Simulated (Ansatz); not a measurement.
# CuO (Tenorite) (C2/c) in Ansatz: further runs, part 2 of 2

Ansatz 0.2.0. The steps go on from the part before.

**3. Relaxation of cell and atoms, r2SCAN, target pressure 2 GPa, at which the enthalpy is minimised**

input.yaml reads:

```yaml
crystal:
  lattice:
    - [2.34185, -1.7113, 0.0]
    - [2.34185, 1.7113, 0.0]
    - [-0.8500274268, 0.0, 5.0578693947]
  atoms:
    - { symbol: Cu, position: [0.5, 0.0, 0.5] }
    - { symbol: Cu, position: [0.0, 0.5, 0.0] }
    - { symbol: O, position: [0.4184, 0.5816, 0.75] }
    - { symbol: O, position: [0.5816, 0.4184, 0.25] }
hamiltonian:
  xc: r2scan
  pseudopotentials: { kind: paw }
kpoints:
  mp_grid: { grid: [10, 10, 5] }
scf:
  occupations: { method: fermi_dirac, width: 0.05 }
output:
  forces: true
  stress: true
  eigenvalues: true
  write_density: true
  write_potential: true
  elf: true
  volumetric_format: npy
relax:
  f_tol: 0.01
  max_steps: 40
  cell: { stress_tol: 0.05, p_target: 2.0 }
```

Potentials or basis: Ansatz PAW.

On the command line:

```
ansatz run input.yaml --threads 2 --pin off --max-ram 5632MiB --backend cpu --events-out ev --progress --plain --runs-dir out
```

Wall time 3.3 min (2 threads of Arm Neoverse V2, shared host); peak memory 0.55 GiB.

The run converged. Its results:

```
Free energy                                            : -14397.2885 eV
Relaxed volume                                         : 10.60 Å³/atom
Relaxed cell                                           : a = 2.878 Å, b = 2.878 Å, c = 5.120 Å, α = 89.97°, β = 89.97°, γ = 89.78°
Space group after relaxing (to 0.05 Å)                 : P4_2/mmc (No. 131)
Energy change on relaxing (the enthalpy is what falls) : -27.3 meV/atom
Ionic steps                                            : 15
Pressure after relaxing                                : 2.0 GPa
Band gap on the k mesh                                 : none (metal or under the smearing width)
```

The path:
| step | energy change (eV) | largest force (eV/Å) | volume (Å³) |
| --- | --- | --- | --- |
| 1 | 0.0000 | 0.2855 | 40.54 |
| 2 | -0.0121 | 0.2287 | 40.42 |
| 3 | -0.0453 | 0.0734 | 40.70 |
| 4 | -0.0588 | 0.0457 | 41.03 |
| 5 | -0.0909 | 0.0786 | 42.15 |
| 6 | -0.0964 | 0.0045 | 42.20 |
| 7 | -0.0973 | 0.0012 | 42.24 |
| 8 | -0.0974 | 0.0009 | 42.24 |
| 9 | -0.0975 | 0.0019 | 42.25 |
| 10 | -0.0974 | 0.0000 | 42.24 |
| 11 | -0.1046 | 0.0003 | 42.24 |
| 12 | -0.1077 | 0.0008 | 42.35 |
| 13 | -0.1078 | 0.0069 | 42.31 |
| 14 | -0.1089 | 0.0003 | 42.39 |
| 15 | -0.1092 | 0.0003 | 42.39 |

Final structure:
```xyz
4
Lattice="2.0324 -2.0309 0.1589 2.0324 2.0309 0.1589 -0.3946 0.0000 5.1045" Properties=species:S:1:pos:R:3 pbc="T T T"
Cu    0.8189   -1.0154    2.6317
Cu    1.0162    1.0154    0.0794
O     1.7365   -0.0011    3.9872
O     1.9338    0.0011    1.4350
```

Levels at points of the mesh, in eV from the Fermi level:
| k point | band 21 | band 22 | band 23 | band 24 | band 25 | band 26 | band 27 | band 28 | band 29 | band 30 |
| --- | --- | --- | --- | --- | --- | --- | --- | --- | --- | --- |
| (0.00, 0.00, 0.00) | -2.70 | -2.70 | -2.61 | -2.29 | 0.69 | 0.70 | 1.78 | 6.59 | 7.87 | 14.11 |
| (0.00, -0.50, 0.00) | -2.63 | -2.20 | -1.80 | -1.76 | 0.25 | 0.48 | 3.83 | 6.43 | 7.15 | 11.72 |
| (-0.50, -0.50, 0.00) | -2.69 | -2.69 | -1.59 | -1.40 | -1.39 | 1.24 | 2.27 | 7.47 | 10.54 | 10.62 |

Caveat: the plane-wave basis is chosen anew once the cell has moved, so the energies of steps on either side of that aren't comparable; the run has no spin polarisation, though such a crystal can be magnetic; semilocal functionals often make such compounds metallic where correlation or magnetic order opens a gap, which also shifts bond lengths; the PAW data sets come from PBE, with cores solved anew for the run's functional, which leaves a small shift of forces and pressure.

**4. Relaxation of cell and atoms, r2SCAN, target pressure 5 GPa, at which the enthalpy is minimised**

Changes to input.yaml since step 3:

```diff
@@ -21,6 +21,2 @@
   eigenvalues: true
-  write_density: true
-  write_potential: true
-  elf: true
-  volumetric_format: npy
 relax:
@@ -28,2 +24,2 @@
   max_steps: 40
-  cell: { stress_tol: 0.05, p_target: 2.0 }
+  cell: { stress_tol: 0.05, p_target: 5.0 }
```

On the command line:

```
ansatz run input.yaml --threads 2 --pin off --max-ram 5632MiB --backend cpu --events-out ev --progress --plain --runs-dir out
```

Wall time 4.2 min (2 threads of Arm Neoverse V2, shared host); peak memory 0.55 GiB.

It converged, with:

```yaml
Free_energy: -14397.2720 eV
Relaxed_volume: 10.41 Å³/atom
Relaxed_cell: a = 2.853 Å, b = 2.853 Å, c = 5.116 Å, α = 90.40°, β = 90.40°, γ = 89.11°
Space_group_after_relaxing_to_0.05_Å: C2/c (No. 15)
Energy_change_on_relaxing_the_enthalpy_is_what_falls: -23.1 meV/atom
Ionic_steps: 19
Pressure_after_relaxing: 5.0 GPa
Band_gap_on_the_k_mesh: none (metal or under the smearing width)
```

The path:
```tsv
step	energy change (eV)	largest force (eV/Å)	volume (Å³)
1	0.0000	0.2855	40.54
2	-0.0033	0.2104	39.90
3	0.0012	0.0711	39.35
4	-0.0058	0.0290	39.47
5	-0.0251	0.0303	39.91
6	-0.0580	0.0149	40.78
7	-0.0674	0.0173	41.04
8	-0.0740	0.0023	41.23
9	-0.0747	0.0103	41.25
10	-0.0784	0.0021	41.36
11	-0.0779	0.0026	41.35
12	-0.0812	0.0025	41.35
13	-0.0868	0.0010	41.50
14	-0.0948	0.0302	41.74
15	-0.0926	0.0008	41.65
16	-0.0922	0.0002	41.64
17	-0.0927	0.0027	41.66
18	-0.0921	0.0001	41.64
19	-0.0926	0.0000	41.64
```

Final structure:
```
CELL_PARAMETERS angstrom
2.02788 -2.00170 0.14671
2.02788 2.00170 0.14671
-0.41921 0.00000 5.09845
ATOMIC_POSITIONS crystal
Cu 0.50000 0.00000 0.50000
Cu 0.00000 0.50000 0.00000
O 0.49697 0.50303 0.75000
O 0.50303 0.49697 0.25000
```

Levels at points of the mesh, in eV from the Fermi level:
| k point | band 23 | band 24 | band 25 | band 26 | band 27 | band 28 |
| --- | --- | --- | --- | --- | --- | --- |
| (0.00, 0.00, 0.00) | -2.67 | -2.36 | 0.67 | 0.72 | 1.83 | 6.63 |
| (0.00, -0.50, 0.00) | -1.83 | -1.79 | 0.25 | 0.47 | 3.76 | 6.51 |
| (-0.50, -0.50, 0.00) | -1.60 | -1.41 | -1.40 | 1.27 | 2.24 | 7.46 |

Caveat: the plane-wave basis is chosen anew once the cell has moved, so the energies of steps on either side of that aren't comparable; the run has no spin polarisation, though such a crystal can be magnetic; semilocal functionals often make such compounds metallic where correlation or magnetic order opens a gap, which also shifts bond lengths; the PAW data sets come from PBE, with cores solved anew for the run's functional, which leaves a small shift of forces and pressure. With open d or f shells a metallic result of r2SCAN can be an artefact of self-interaction; +U or a hybrid may open a gap.

**5. Relaxation of cell and atoms, r2SCAN, target pressure 10 GPa, at which the enthalpy is minimised**

Changes to input.yaml since step 4:

```diff
@@ -24,2 +24,2 @@
   max_steps: 40
-  cell: { stress_tol: 0.05, p_target: 5.0 }
+  cell: { stress_tol: 0.05, p_target: 10.0 }
```

Potentials or basis: Ansatz PAW.

On the command line:

```
ansatz run input.yaml --threads 2 --pin off --max-ram 5632MiB --backend cpu --events-out ev --progress --plain --runs-dir out
```

The program printed:

```text
Warning: RAYON_NUM_THREADS=2 ignored (pool sized by the plan → 2); use --threads N
Engine: ansatz 0.2.0, aarch64-unknown-linux-gnu
Pseudopotentials: kind: paw
Pseudopotential: Cu, paw, valence charge 19, recommended cutoff 500 eV (meta_gga), Cu.paw.azcp
Pseudopotential: O, paw, valence charge 6, recommended cutoff 500 eV (meta_gga), O.paw.azcp
Functional definition: r2SCAN
  parameter k0 = 0.174
  parameter k1 = 0.065
[... 144 lines left out ...]
  k-point 1: bands = ["-103.4015", "-103.4007", "-59.3893", "-59.3866", "-59.3473", "-59.3401", "-58.9498", "-58.9497", "-8.2744", "-7.1174", "4.7051", "7.2042", "7.4704", "8.8298", "9.1377", "9.1629", "9.9708", "10.1537", "10.3452", "10.3743", "10.6530", "10.8507", "11.0526", "11.1957", "13.4366", "14.1210", "16.0975", "19.3433", "23.1658", "27.5116"]
  k-point 2: bands = ["-103.4013", "-103.4010", "-59.3883", "-59.3873", "-59.3452", "-59.3424", "-58.9498", "-58.9497", "-7.9532", "-7.5151", "5.7982", "7.2632", "7.4394", "7.6099", "8.6698", "8.6947", "10.1282", "10.2287", "10.4398", "10.5097", "10.6302", "10.8415", "11.3495", "11.4745", "13.4353", "13.7327", "17.2362", "18.3958", "24.8014", "26.6772"]
  k-point 140: bands = ["-103.3994", "-103.3993", "-59.4024", "-59.4004", "-59.3472", "-59.3449", "-58.9609", "-58.9597", "-6.8523", "-6.7535", "5.6857", "6.2106", "6.9015", "7.0264", "7.4498", "7.8093", "10.0273", "10.3496", "10.6316", "10.6393", "11.2341", "11.2467", "11.6890", "11.8196", "12.6407", "13.3065", "18.2981", "19.5389", "22.8916", "23.7783"]
--- Relaxed structure (6 steps of the walk, 6 accepted, 1 SCFs on fresh bases) ---
  F+E_penalty+E_count = -14397.11597804 eV   max|allowed force component| = 1.766e-3 eV/Å   (the final SCF, on the basis selected at the relaxed cell)
  cell:  # Å, volume = 38.1414 Å³
    - [2.294668577091548, -1.6755316414204346, -0.03363693644543259]
    - [2.294668577091548, 1.6755316414204346, -0.03363693644543261]
    - [-0.9055500810567579, -1.8752154042546278e-17, 4.973417200741594]
  atoms:
    - { symbol: Cu, position: [0.49999999999999994, 1.3877787807814457e-17, 0.49999999999999983] }
    - { symbol: Cu, position: [2.417770844642675e-17, 0.49999999999999983, -4.336808689942018e-19] }
    - { symbol: O, position: [0.41335023434519363, 0.5866497656548062, 0.7499999999999999] }
    - { symbol: O, position: [0.5866497656548062, 0.41335023434519347, 0.24999999999999997] }
```

It took 73 s on 2 threads of Arm Neoverse V2, shared host; peak memory 0.55 GiB.

Results:

* Free energy: -14397.1160 eV
* Relaxed volume: 9.54 Å³/atom
* Relaxed cell: a = 2.841 Å, b = 2.841 Å, c = 5.055 Å, α = 98.99°, β = 98.99°, γ = 72.27°
* Space group after relaxing (to 0.05 Å): C2/c (No. 15)
* Energy change on relaxing (the enthalpy is what falls): +15.8 meV/atom
* Ionic steps: 7
* Pressure after relaxing: 10.0 GPa
* Band gap on the k mesh: none (metal or under the smearing width)

Step by step:
| step | energy change (eV) | largest force (eV/Å) | volume (Å³) |
| --- | --- | --- | --- |
| 1 | 0.0000 | 0.2855 | 40.54 |
| 2 | 0.0226 | 0.1744 | 39.04 |
| 3 | 0.0730 | 0.0321 | 37.97 |
| 4 | 0.0656 | 0.0211 | 38.08 |
| 5 | 0.0611 | 0.0068 | 38.14 |
| 6 | 0.0611 | 0.0017 | 38.14 |
| 7 | 0.0634 | 0.0018 | 38.14 |

Final structure:
```cif
data_structure
_symmetry_space_group_name_H-M 'P 1'
_symmetry_Int_Tables_number 1
_cell_length_a 2.8415
_cell_length_b 2.8415
_cell_length_c 5.0552
_cell_angle_alpha 98.993
_cell_angle_beta 98.993
_cell_angle_gamma 72.267
_cell_volume 38.14
loop_
_atom_site_label
_atom_site_type_symbol
_atom_site_fract_x
_atom_site_fract_y
_atom_site_fract_z
_atom_site_occupancy
Cu1 Cu 0.50000 0.00000 0.50000 1
Cu2 Cu 0.00000 0.50000 0.00000 1
O1 O 0.41335 0.58665 0.75000 1
O2 O 0.58665 0.41335 0.25000 1
```

Caveat: the plane-wave basis is chosen anew once the cell has moved, so the energies of steps on either side of that aren't comparable; the run has no spin polarisation, though such a crystal can be magnetic; semilocal functionals often make such compounds metallic where correlation or magnetic order opens a gap, which also shifts bond lengths; the PAW data sets come from PBE, with cores solved anew for the run's functional, which leaves a small shift of forces and pressure. With open d or f shells a metallic result of r2SCAN can be an artefact of self-interaction; +U or a hybrid may open a gap.

**6. The runs side by side**

```tsv
cell	target pressure (GPa)	gap on the mesh (eV)	pressure (GPa)
relaxed	0	none	0.0
relaxed to 2 GPa	2	none	2.0
relaxed to 5 GPa	5	none	5.0
relaxed to 10 GPa	10	none	10.0
```

Alike in all rows: task relaxation of cell and atoms; level r2SCAN; potentials or basis Ansatz PAW; no spin polarisation; k mesh 10 × 10 × 5; cutoff (eV) 500; smearing fermi-dirac 0.05 eV.

Caveats: the plane-wave basis is chosen anew once the cell has moved, so the energies of steps on either side of that aren't comparable; the run has no spin polarisation, though such a crystal can be magnetic; semilocal functionals often make such compounds metallic where correlation or magnetic order opens a gap, which also shifts bond lengths; the PAW data sets come from PBE, with cores solved anew for the run's functional, which leaves a small shift of forces and pressure.

Absolute energies hang on the potentials; compare differences alone.
